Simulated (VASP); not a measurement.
W:

```
W
1.0
     5.06227    0.00000    0.00000
     0.00000    5.06227    0.00000
     0.00000    0.00000    5.06227
W
8
Direct
  0.25000 0.00000 0.50000
  0.75000 0.00000 0.50000
  0.00000 0.50000 0.25000
  0.00000 0.50000 0.75000
  0.50000 0.75000 0.00000
  0.50000 0.25000 0.00000
  0.00000 0.00000 0.00000
  0.50000 0.50000 0.50000
```

This isn't the form of W at room conditions, which is bcc.

* Program: VASP 6.6.1
* Task: relaxation of cell and atoms
* Functional: LDA
* Potentials or basis: VASP PAW LDA potentials, release 64 (W_sv)
* Cutoff: 600 eV
* k mesh: 8 × 8 × 8
* Occupations: gaussian, width 0.1 eV
* Spin: no spin polarisation

At the start: pressure -9.1 GPa; volume 16.22 Å³/atom.

**Question.** How do energy, volume and symmetry change on relaxing?

**Answer.** Over 7 steps the energy falls by 13.6 meV/atom and the volume is 15.75 Å³/atom (-2.9 %); space group Pm-3n (No. 223, to 0.05 Å).

The path:
| step | energy change (eV) | largest force (eV/Å) | pressure (GPa) | volume (Å³) |
| --- | --- | --- | --- | --- |
| 1 | 0.0000 | 0.0000 | -9.11 | 129.73 |
| 2 | 1.5072 | 0.0000 | 44.31 | 113.18 |
| 3 | -0.1088 | 0.0000 | -0.47 | 126.17 |
| 4 | -0.1090 | 0.0000 | -0.06 | 126.01 |
| 5 | -0.1090 | 0.0000 | 0.13 | 125.94 |
| 6 | -0.1089 | 0.0000 | -0.41 | 126.13 |
| 7 | -0.1090 | 0.0000 | 0.01 | 125.99 |

Final structure:
```
CELL_PARAMETERS angstrom
5.01317 0.00000 0.00000
0.00000 5.01317 0.00000
0.00000 0.00000 5.01317
ATOMIC_POSITIONS crystal
W 0.25000 0.00000 0.50000
W 0.75000 0.00000 0.50000
W 0.00000 0.50000 0.25000
W 0.00000 0.50000 0.75000
W 0.50000 0.75000 0.00000
W 0.50000 0.25000 0.00000
W 0.00000 0.00000 0.00000
W 0.50000 0.50000 0.50000
```
